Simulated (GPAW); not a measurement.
Runs of GPAW 26.7.0 on CdS (Greenockite). The structure is hexagonal, space group P6_3mc (No. 186). The conventional cell has a = 4.150 Å, b = 4.150 Å, c = 6.737 Å, α = 90.00°, β = 90.00°, γ = 120.00°. Cd (site symmetry 3m) is surrounded by 4 S at 2.53 to 2.54 Å. S (site symmetry 3m) is surrounded by 4 Cd at 2.53 to 2.54 Å. 

| task | level | potentials or basis | spin | cell | band path | band points | spin axis theta (degrees) | spin axis phi (degrees) | optimizer | gap on the mesh (eV) | pressure (GPa) | relaxed volume (Å³/atom) | largest force (eV/Å) |
| --- | --- | --- | --- | --- | --- | --- | --- | --- | --- | --- | --- | --- | --- |
| band structure | optPBE-vdW | GPAW PAW data sets (gpaw-data 1.2.1), pw | SOC, no magnetisation | as given | GMKGALHA,LM,KH | 60 | 54.7 | 45 | - | 1.19 | - | - | 0.06 |
| relaxation of cell and atoms | BP86+D3 | PAW data sets generated in the run's folder for this functional, pw | off | relaxed | - | - | - | - | FIRE | 1.18 | 0.0 | (b) | 0.01 |
| relaxation of cell and atoms | RPBE+D3 | the program's PAW data sets (release 1.2.1) made for this functional, pw | off | relaxed to 10 GPa | - | - | - | - | FIRE | (c) | 10.2 | - | 0.01 |
| band structure | LDA | PAW data sets generated in the run's folder for this functional, pw | off | as given | GMKGALHA,LM,KH | 80 | - | - | - | 0.89 | -3.3 | - | 0.06 |
| relaxation of cell and atoms | PBEsol+D4 | PAW data sets generated in the run's folder for this functional, pw | off | relaxed | - | - | - | - | LBFGS | (a) | 0.1 | 24.15 | 0.04 |

Alike in all rows: k mesh 5 × 5 × 3; cutoff (eV) 600; smearing fermi-dirac 0.05 eV.

Q: Estimate the missing entries.

A: (a) 1.12; (b) 24.25; (c) 1.63.

Caveats: later steps reuse the first step's grids (some runs); spin-orbit coupling was added after a scalar SCF, so levels and gaps hold it while energy, forces, pressure and moments don't (some runs); this program's spin-orbit splittings come out too wide for heavy elements (some runs); the PAW data sets were made with another functional, which shifts forces and pressure a little (some runs).

A k mesh can miss the band edges, and rows without SOC leave out spin-orbit coupling on Cd.

Runs at the PBE level aren't shown here.
